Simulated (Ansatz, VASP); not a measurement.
# PbSe (Clausthalite) in VASP and in Ansatz

```
Pb Se
1.0
     0.00000    3.06710    3.06710
     3.06710    0.00000    3.06710
     3.06710    3.06710    0.00000
Pb Se
1 1
Direct
  0.00000 0.00000 0.00000
  0.50000 0.50000 0.50000
```

Alike in both runs: functional PBE; dispersion D3(BJ); k mesh 10 × 10 × 10; occupations gaussian, width 0.01 eV; no spin polarisation.

Ansatz relaxed the structure, and its values are those at the end. VASP's run is a single point on that final structure, the one shown.

|  | VASP | Ansatz |
| --- | --- | --- |
| version | VASP 6.6.1 | Ansatz 0.2.0 |
| potentials or method | VASP PAW PBE potentials, release 64 (Pb_d, Se) | scalar-relativistic, plane waves, PAW |
| plane-wave cutoff (eV) | 520 | 420 |
| valence electrons in the cell | 20 | 30 |

|  | VASP | Ansatz | Ansatz less VASP |
| --- | --- | --- | --- |
| gap on the k mesh at the Fermi level (eV) | 0.31 | 0.31 | -0.005 |
| least direct gap on the mesh (eV) | 0.31 | 0.31 | -0.005 |
| pressure (GPa) | 0.0 | 0.0 | +0.01 |

The two sets of potentials don't hold the same shells in valence.

Caveats: spin-orbit coupling is left out, which as a rule narrows the gap of such compounds by several tenths of an eV.
